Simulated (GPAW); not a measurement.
MgS (Niningerite), 2 atoms in the cell. Symmetry: Fm-3m, No. 225, cubic system. Conventional cell: a = 5.203 Å, b = 5.203 Å, c = 5.203 Å, α = 90.00°, β = 90.00°, γ = 90.00°. Around S (site symmetry m-3m) lie 6 Mg at 2.60 Å. Mg (site symmetry m-3m) has 6 S at 2.60 Å as nearest neighbours. 

```yaml
Program: GPAW 26.7.0
Task: equation of state
Functional: PBEsol
Dispersion: D4
Potentials_or_basis: PAW data sets generated in the run's folder for this functional
Cutoff: 800 eV
Basis: pw
k_mesh: 7 × 7 × 7
Occupations: fermi-dirac, width 0.05 eV
Spin: no spin polarisation
Maxiter: 150
Eos_scales: "[0.94, 0.96, 0.98, 1.0, 1.02, 1.04, 1.06]"
```

Potentials or basis: PAW data sets generated in the run's folder for this functional, pw.

Run with:

```console
$ gpaw-setup -f PBEsol Mg S
$ OMP_NUM_THREADS=1 python run.py
```

Hardware: 1 thread of Arm Neoverse V1, with other jobs on the host.

**Question.** Estimate the wall time of this run.

**Answer.** Wall time 83 s on 1 thread of Arm Neoverse V1, on a shared host, peak memory 0.25 GiB. Counts: scf iterations 63, plane waves 1721, bands 16, k points 20.
